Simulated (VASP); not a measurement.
# Sb (P-1) in VASP: relaxation of cell and atoms with PBE

Aim: the relaxation of cell and atoms of Sb with PBE.

All numbers are computed with VASP 6.6.1; they aren't measurements. Logs are shortened: lines on timing, memory, paths and dates and some standing lists are left out, and cuts for length are marked.

## Step 1: The cell of the first run

The typed cell holds 2 atoms: a = 3.039 Å, b = 3.655 Å, c = 4.799 Å, α = 97.50°, β = 94.72°, γ = 94.38°.

This isn't the form of Sb at room conditions, which is rhombohedral.

## Step 2: Relaxation of cell and atoms, PBE (cell sheared at random, sigma 0.06, atoms nudged by 0.01 Å)

The input, INCAR:

```
SYSTEM = Sb
PREC     = Accurate       ! precision mode
ENCUT    = 600            ! plane-wave cutoff, eV
EDIFF    = 1E-6           ! SCF threshold, eV
ISMEAR   = 0              ! smearing method
SIGMA    = 0.05           ! smearing width, eV
LREAL    = .False.        ! projectors in reciprocal space
LASPH    = .True.         ! aspherical terms in the spheres
NELM     = 80             ! most SCF steps
ALGO     = Fast           ! electronic algorithm
ISIF     = 3              ! what is computed and relaxed
LWAVE    = .False.        ! write WAVECAR
LCHARG   = .False.        ! write CHGCAR
GGA      = PE             ! functional
IBRION   = 2              ! ionic algorithm
NSW      = 60             ! ionic steps
EDIFFG   = -0.01          ! ionic threshold
```

The input, KPOINTS:

```
Automatic mesh
0
Gamma
  9 7 6
  0 0 0
```

The input, POSCAR:

```
Sb
1.0
   -0.1371763300     -2.2379499300     -2.0514790300
   -0.2329964300      2.6705089600     -2.4840380600
    4.7834791500     -0.0958201000      0.3701727700
Sb
2
Direct
    0.5027706000      0.5031715800      0.5014545600
    0.9972294000      0.9968284200      0.9985454400
```

Potentials or basis: VASP PAW PBE potentials, release 64 (Sb).

Started as:

```sh
cat potpaw_PBE.64/Sb/POTCAR > POTCAR
mpirun -np 1 vasp_std > vasp.out
```

OUTCAR:

```text
SYSTEM = Sb
   PREC = Accurate
   ENCUT = 600
   EDIFF = 1E-6
   ISMEAR = 0
   LREAL = .False.
   LASPH = .True.
   NELM = 80
   ISIF = 3
   GGA = PE
   IBRION = 2
   NSW = 60
   EDIFFG = -0.01

 ion  position               nearest neighbor table
   1  0.503  0.503  0.501-   2 3.01   2 3.07   2 3.35   2 3.37   2 3.52   2 3.52   2 3.56   2 3.58

   2  0.997  0.997  0.999-   1 3.01   1 3.07   1 3.35   1 3.37   1 3.52   1 3.52   1 3.56   1 3.58

  LATTYP: Found a triclinic cell.
 ALAT       =     5.8877812461
 B/A-ratio  =     0.8150332625
 C/A-ratio  =     1.2445440950
 COS(alpha) =     0.0031947323
 COS(beta)  =     0.4504171956
 COS(gamma) =     0.8575456406

  Lattice vectors:

 A1 = (   4.9206554800,   2.1421298300,   2.4216518000)
 A2 = (   4.7834791500,  -0.0958201000,   0.3701727700)
 A3 = (   0.0413562300,   7.1464088200,   1.6189200000)

Analysis of symmetry for initial positions (statically):
=====================================================================
 Subroutine PRICEL returns:
 Original cell was already a primitive cell.

 Routine SETGRP: Setting up the symmetry group for a
 triclinic supercell.

 Subroutine GETGRP returns: Found  2 space group operations
 (whereof  1 operations were pure point group operations)
 out of a pool of  2 trial point group operations.

The static configuration has the point symmetry C_1 .
 The point group associated with its full space group is S_2 .

Analysis of symmetry for dynamics (positions and initial velocities):
=====================================================================
 Subroutine PRICEL returns:
 Original cell was already a primitive cell.

 Routine SETGRP: Setting up the symmetry group for a
 triclinic supercell.

 Subroutine GETGRP returns: Found  2 space group operations
 (whereof  1 operations were pure point group operations)
 out of a pool of  2 trial point group operations.

The dynamic configuration has the point symmetry C_1 .
 The point group associated with its full space group is S_2 .

 Subroutine INISYM returns: Found  2 space group operations
 (whereof  1 operations are pure point group operations),
 and found     1 'primitive' translations

----------------------------------------------------------------------------------------

                                     Primitive cell

  volume of cell :      52.4566

  direct lattice vectors                    reciprocal lattice vectors
    -0.137176330 -2.237949930 -2.051479030     0.014307624 -0.224873542 -0.243096289
    -0.232996430  2.670508960 -2.484038060     0.019539993  0.186104957 -0.204327704
     4.783479150 -0.095820100  0.370172770     0.210414927  0.002616184 -0.016923808

  length of vectors
     3.039046470  3.654634116  4.798737558     0.331464363  0.277068001  0.211110637

  position of ions in fractional coordinates (direct lattice)
     0.502770600  0.503171580  0.501454560
     0.997229400  0.996828420  0.998545440

  ion indices of the primitive-cell ions
   primitive index   ion index
                 1           1
                 2           2

----------------------------------------------------------------------------------------

 KPOINTS: Automatic mesh

Automatic generation of k-mesh.
 Grid dimensions read from file:
 generate k-points for:    9    7    6

 Generating k-lattice:

  Cartesian coordinates                     Fractional coordinates (reciprocal lattice)
     0.001589736 -0.024985949 -0.027010699     0.111111111  0.000000000  0.000000000
     0.002791428  0.026586422 -0.029189672     0.000000000  0.142857143  0.000000000
     0.035069154  0.000436031 -0.002820635     0.000000000  0.000000000  0.166666667

  Length of vectors
     0.036829374  0.039581143  0.035185106

  Shift w.r.t. Gamma in fractional coordinates (k-lattice)
     0.000000000  0.000000000  0.000000000

 Subroutine IBZKPT returns following result:
 ===========================================

 Found    190 irreducible k-points:

 Following reciprocal coordinates:
            Coordinates               Weight
  0.000000  0.000000  0.000000      1.000000
  0.111111  0.000000 -0.000000      2.000000
  0.222222  0.000000 -0.000000      2.000000
  0.333333  0.000000 -0.000000      2.000000
  0.444444  0.000000 -0.000000      2.000000
 -0.000000  0.142857 -0.000000      2.000000
[... 16 lines left out ...]
 -0.111111  0.285714  0.000000      2.000000
  0.000000  0.428571 -0.000000      2.000000
 [... further k-points ...]
   k-points           NKPTS =    190   k-points in BZ     NKDIM =    190   number of bands    NBANDS=      9
   number of dos      NEDOS =    301   number of ions     NIONS =      2
   total plane-waves  NPLWV =  28800
   dimension x,y,z NGX =    24 NGY =   30 NGZ =   40
   dimension x,y,z NGXF=    48 NGYF=   60 NGZF=   80
   ions per type =               2
   NGX,Y,Z   is equivalent  to a cutoff of  13.13, 13.65, 13.86 a.u.
   NGXF,Y,Z  is equivalent  to a cutoff of  26.26, 27.29, 27.71 a.u.
 SYSTEM =  Sb
   PREC   = accura    normal or accurate (medium, high low for compatibility)
   ISTART =      0    job   : 0-new  1-cont  2-samecut
   ICHARG =      2    charge: 1-file 2-atom 10-const
   ISPIN  =      1    spin polarized calculation?
   LNONCOLLINEAR =      F non collinear calculations
   LSORBIT =      F    spin-orbit coupling
   LASPH  =      T    aspherical Exc in radial PAW
   ENCUT  =  600.0 eV  44.10 Ry    6.64 a.u.   6.07  7.30  9.58*2*pi/ulx,y,z
   NELM   =     80;   NELMIN=  2; NELMDL= -5     # of ELM steps
   EDIFF  = 0.1E-05   stopping-criterion for ELM
   LREAL  =      F    real-space projection
   EDIFFG = -.1E-01   stopping-criterion for IOM
   NSW    =     60    number of steps for IOM
   IBRION =      2    ionic relax: 0-MD 1-quasi-New 2-CG
   NFREE  =      1    steps in history (QN), initial steepest desc. (CG)
   ISIF   =      3    stress and relaxation
   ISYM   =      2    0-nonsym 1-usesym 2-fastsym
   POTIM  = 0.5000    time-step for ionic-motion
   TEBEG  =    0.0;   TEEND  =   0.0 temperature during run
   PSTRESS=    0.0 pullay stress
   NELECT =      10.0000    total number of electrons
   NUPDOWN=      -1.0000    fix difference up-down
   EMIN   =  10.00;   EMAX   =-10.00  energy-range for DOS
   EFERMI =   0.00;   METHOD = LEGACY
   ISMEAR =     0;   SIGMA  =   0.05  broadening in eV -4-tet -1-fermi 0-gaus
   EFERMI_NEDOS =   21; number of points for ismear=-14 and -15
   IALGO  =     68    algorithm
   IMIX   =      4    mixing-type and parameters
     AMIX     =   0.40;   BMIX     =  1.00
     AMIX_MAG =   1.60;   BMIX_MAG =  1.00
  volume/ion in A,a.u.               =      26.23       177.00
  Fermi-wavevector in a.u.,A,eV,Ry     =   0.942197  1.780493 12.078360  0.887734
  Thomas-Fermi vector in A             =   2.069782
   LORBIT       =      0    0 simple, 1 ext, 2 COOP (PROOUT), +10 PAW based schemes
   GGA     = PE    functional components
   LHFCALC =     F    Hartree Fock is set to
   AEXX    =    0.0000 exact exchange contribution
   IVDW    =     0    specifies the selected vdW correction
   LEPSILON=     F    determine dielectric tensor
   LRPA    =     F    only Hartree local field effects (RPA)
 conjugate gradient relaxation of ions
 non-spin polarized calculation
 RMM-DIIS sequential band-by-band and
 Gauss-broadening in eV      SIGMA  =   0.05
  energy-cutoff  :      600.00
  volume of cell :       52.46
 maximum number of plane-waves:      1775
   NGX = 13   NGY = 15   NGZ = 19

--------------------------------------- Ionic step        1  -------------------------------------------

 number of electron      10.0000001 magnetization

 Free energy of the ion-electron system (eV)
  ---------------------------------------------------
  ext. energy  EPLUGINS =         0.00000000
  ---------------------------------------------------
  free energy    TOTEN  =        -7.45871876 eV

  energy without entropy =       -7.45714377  energy(sigma->0) =       -7.45793127

------------------------ aborting loop because EDIFF is reached ----------------------------------------

  FORCE on cell =-STRESS in cart. coord.  units (eV):
  Direction    XX          YY          ZZ          XY          YZ          ZX
  --------------------------------------------------------------------------------------
  -------------------------------------------------------------------------------------
  Total        1.5525905      2.0223315      2.2078109      1.2035164      0.9049327     -0.9102207
  in kB       47.4206601     61.7679260     67.4330102     36.7589148     27.6392943    -27.8008056
  external PRESSURE =      58.8738654 kB  Pullay stress =       0.0000000 kB
[... 89 lines left out ...]
  FREE ENERGIE OF THE ION-ELECTRON SYSTEM (eV)
  ---------------------------------------------------
  free  energy   TOTEN  =        -7.5970129603 eV

  energy  without entropy=       -7.5945900679  energy(sigma->0) =       -7.59580151

 E-fermi :   8.1484     XC(G=0): -10.0320

 val. band max:        8.1465311131   @ k =  -0.3333  -0.4286   0.3333
 cond. band min:       8.1783655071   @ k =   0.2222  -0.1429   0.3333
 fundamental gap:      0.0318343940
 Fermi energy:         8.1483551093

 k-point     1 :       0.0000    0.0000    0.0000
  band No.  band energies     occupation
      1      -4.7890      2.00000
      2       0.8096      2.00000
      3       3.7785      2.00000
      4       5.1581      2.00000
      5      10.2438      0.00000
      6      10.6314      0.00000
      7      12.3527      0.00000
      8      13.5036      0.00000
      9      14.1514      0.00000
[... 265 lines left out ...]
 k-point    24 :       0.0000    0.4286   -0.0000
  band No.  band energies     occupation
      1      -3.4544      2.00000
      2      -2.4483      2.00000
      3       6.4588      2.00000
      4       7.2133      2.00000
      5       7.4723      2.00000
      6       8.6971      0.00000
      7      13.1327      0.00000
      8      13.4021      0.00000
      9      14.3235      0.00000

 [... further k-points ...]

[... ionic steps 4 to 49 ...]

--------------------------------------- Ionic step       50  -------------------------------------------

 number of electron      10.0000001 magnetization

------------------------ aborting loop because EDIFF is reached ----------------------------------------

  FORCE on cell =-STRESS in cart. coord.  units (eV):
  Direction    XX          YY          ZZ          XY          YZ          ZX
  --------------------------------------------------------------------------------------
  -------------------------------------------------------------------------------------
  Total       -0.0044862      0.0047491      0.0010218     -0.0031137      0.0034751      0.0071821
  in kB       -0.1200498      0.1270847      0.0273441     -0.0833221      0.0929926      0.1921921
  external PRESSURE =       0.0114597 kB  Pullay stress =       0.0000000 kB
[... 57 lines left out ...]
  energy  without entropy=       -8.1789439257  energy(sigma->0) =       -8.17933189

--------------------------------------- Ionic step       52  -------------------------------------------

 number of electron      10.0000001 magnetization

 Free energy of the ion-electron system (eV)
  ---------------------------------------------------
  ext. energy  EPLUGINS =         0.00000000
  ---------------------------------------------------
  free energy    TOTEN  =        -8.17973679 eV

  energy without entropy =       -8.17895599  energy(sigma->0) =       -8.17934639

 E-fermi :   7.1015     XC(G=0):  -9.6108

 val. band max:        7.0771601289   @ k =   0.4444   0.0000  -0.0000
 cond. band min:       7.1112087983   @ k =   0.4444  -0.2857   0.3333
 fundamental gap:      0.0340486694
 Fermi energy:         7.1015122278

 k-point     1 :       0.0000    0.0000    0.0000
  band No.  band energies     occupation
      1      -5.2692      2.00000
      2      -0.2623      2.00000
      3       3.4569      2.00000
      4       3.7197      2.00000
      5       9.3107      0.00000
      6      10.2358      0.00000
      7      10.3537      0.00000
      8      10.4647      0.00000
      9      13.9488      0.00000
[... 265 lines left out ...]
 k-point    24 :       0.0000    0.4286   -0.0000
  band No.  band energies     occupation
      1      -3.9824      2.00000
      2      -3.0303      2.00000
      3       5.3060      2.00000
      4       5.7679      2.00000
      5       6.4881      2.00000
      6       6.9398      2.00000
      7      11.4696      0.00000
      8      12.3192      0.00000
      9      13.6945      0.00000

 [... further k-points ...]
[... 5 lines left out ...]
  --------------------------------------------------------------------------------------
  -------------------------------------------------------------------------------------
  Total        0.0012293      0.0141948     -0.0060790     -0.0034905      0.0072007      0.0114370
  in kB        0.0329009      0.3799005     -0.1626956     -0.0934170      0.1927140      0.3060934
  external PRESSURE =       0.0833686 kB  Pullay stress =       0.0000000 kB
[... 17 lines left out ...]
  FREE ENERGIE OF THE ION-ELECTRON SYSTEM (eV)
  ---------------------------------------------------
  free  energy   TOTEN  =        -8.1797367868 eV

  energy  without entropy=       -8.1789559912  energy(sigma->0) =       -8.17934639

 reached required accuracy - stopping structural energy minimisation
```

Wall time 14 min (1 thread of Intel Xeon Platinum 8559C (Emerald Rapids), shared host); peak memory 0.27 GiB.

Results:

| Property | Result |
| --- | --- |
| Free energy | -8.1797 eV |
| Relaxed volume | 29.93 Å³/atom |
| Relaxed cell | a = 3.117 Å, b = 4.433 Å, c = 5.335 Å, α = 90.00°, β = 125.70°, γ = 89.93° |
| Space group after relaxing (to 0.05 Å) | Cmmm (No. 65) |
| Energy gained by relaxing | 360.5 meV/atom |
| Ionic steps | 52 |
| Pressure after relaxing | 0.0 GPa |
| Largest force after relaxing | 0.009 eV/Å |
| Band gap on the k mesh | none (metal or under the smearing width) |

Forces on the atoms (eV/Å):
```
Sb   0.003  0.006  0.006
Sb  -0.003 -0.006 -0.006
```

Step by step:
```tsv
step	energy change (eV)	largest force (eV/Å)	pressure (GPa)	volume (Å³)
1	0.0000	0.0598	5.89	52.46
3	-0.1383	0.0457	-1.30	57.73
5	-0.1992	0.0202	2.66	54.25
7	-0.2363	0.0263	0.03	55.76
9	-0.3297	0.0559	4.00	54.32
11	-0.3258	0.0500	7.08	53.15
13	-0.3433	0.0532	5.81	53.62
15	-0.3665	0.0482	6.02	53.87
17	-0.4042	0.0581	5.97	54.28
19	-0.5042	0.0492	2.38	56.73
21	-0.5378	0.0684	-0.78	59.73
23	-0.5764	0.0453	-0.31	59.39
25	-0.5767	0.0496	3.39	57.32
27	-0.6316	0.0326	1.17	58.62
29	-0.7043	0.0397	-0.01	60.04
31	-0.7149	0.0589	0.04	59.88
33	-0.7151	0.0622	0.06	59.86
35	-0.7174	0.0408	-0.16	60.05
37	-0.7181	0.0173	-0.36	60.23
39	-0.7190	0.0194	-0.08	59.92
41	-0.7203	0.0195	0.13	59.72
43	-0.7205	0.0193	0.28	59.58
45	-0.7209	0.0162	-0.02	59.90
47	-0.7209	0.0167	0.02	59.85
49	-0.7209	0.0145	-0.01	59.88
51	-0.7210	0.0093	0.02	59.86
52	-0.7210	0.0091	0.01	59.86
```

Final structure:
```
CELL_PARAMETERS angstrom
-1.06382 -2.08890 -2.05456
0.03227 3.09607 -3.17231
5.13485 1.01003 1.03829
ATOMIC_POSITIONS crystal
Sb 0.50266 0.50001 0.50007
Sb 0.99734 0.99999 0.99993
```

Levels at points of the mesh, in eV from the Fermi level:
```tsv
k point	band 2	band 3	band 4	band 5	band 6	band 7	band 8	band 9
(0.00, 0.00, 0.00)	-7.36	-3.64	-3.38	2.21	3.13	3.25	3.36	6.85
(0.00, 0.00, 0.50)	-10.57	-1.41	-1.41	-1.00	-1.00	4.82	4.82	8.26
```
